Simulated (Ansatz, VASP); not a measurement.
**Cu in VASP and in Ansatz**

```
CELL_PARAMETERS angstrom
-1.44262 1.44262 1.44262
1.44262 -1.44262 1.44262
1.44262 1.44262 -1.44262
ATOMIC_POSITIONS crystal
Cu 0.00000 0.00000 0.00000
```

Alike in both runs: task electric field gradients; functional PBE; k mesh 16 × 16 × 16; occupations fermi-dirac, width 0.08 eV; no spin polarisation.

```csv
,VASP,Ansatz
version,VASP 6.6.1,Ansatz 0.2.0
potentials or method,"VASP PAW PBE potentials, release 64 (Cu), cutoff 520 eV","all-electron PAW with datasets made for the crystal, scalar-relativistic"
```

VASP gave:

* pressure (GPa): 0.5
* Vzz of the field gradient on the site that differs most (V/Å²): 0.0

Question: What did Ansatz give for the same quantities?

Answer: Pressure (GPa): 0.0; Vzz of the field gradient on the site that differs most (V/Å²): 0.0.

Ansatz ran all-electron here, so the differences hold the error of VASP's frozen core and of both bases. Ansatz warned: «band_levels_unverified».
